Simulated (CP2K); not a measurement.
I:

```
CELL_PARAMETERS angstrom
4.35311 0.00000 0.00000
1.71770 3.99989 0.00000
0.00000 0.00000 9.79344
ATOMIC_POSITIONS crystal
I 0.64930 0.35070 0.38440
I 0.14930 0.85070 0.11560
I 0.35070 0.64930 0.61560
I 0.85070 0.14930 0.88440
```

```yaml
Program: CP2K 2026.2
Task: relaxation of cell and atoms
Functional: PBEsol
Potentials_or_basis: POTENTIAL_UZH I GTH-PBE-q7; TZVP-MOLOPT-PBE-GTH basis
Density_cutoff: 6123 eV
k_mesh: 5 × 5 × 2
Occupations: fermi-dirac, width 0.05 eV
Spin: no spin polarisation
```

At the start: pressure 1.3 GPa; volume 42.63 Å³/atom.

**Question.** Where does the relaxation end?

**Answer.** Over 25 steps the energy falls by 71.1 meV/atom and the volume is 40.73 Å³/atom (-4.5 %); space group Cmce (No. 64, to 0.05 Å).

The path:
```tsv
step	energy change (eV)	largest force (eV/Å)	volume (Å³)
1	0.0000	1.3274	170.52
2	-0.0661	1.0484	170.70
3	-0.1943	0.2752	171.13
4	-0.2073	0.0865	171.07
5	-0.2110	0.0020	170.80
6	-0.2147	0.0585	170.26
7	-0.2234	0.1496	168.56
8	-0.2355	0.2247	165.64
9	-0.2488	0.2291	162.35
10	-0.2583	0.1447	160.19
11	-0.2599	0.1217	160.19
12	-0.2611	0.1181	160.26
13	-0.2658	0.1307	160.27
14	-0.2712	0.1405	159.94
15	-0.2757	0.1045	159.25
16	-0.2778	0.0442	158.74
17	-0.2782	0.0140	158.55
18	-0.2783	0.0131	158.56
19	-0.2790	0.0303	158.80
20	-0.2802	0.0515	159.37
21	-0.2822	0.0643	160.66
22	-0.2839	0.0456	162.13
23	-0.2845	0.0136	162.89
24	-0.2845	0.0022	162.90
25	-0.2845	0.0022	162.90
```

Final structure:
```
I
1.0
     4.36440    0.00000    0.00000
     2.04771    3.86330    0.00000
     0.00000    0.00000    9.66152
I
4
Direct
  0.67639 0.32361 0.37604
  0.17639 0.82361 0.12396
  0.32361 0.67639 0.62396
  0.82361 0.17639 0.87604
```

Caveat: the potentials were made for another functional, which shifts forces and pressure; the basis of atomic orbitals isn't converged, which shifts pressures, moduli and gaps.
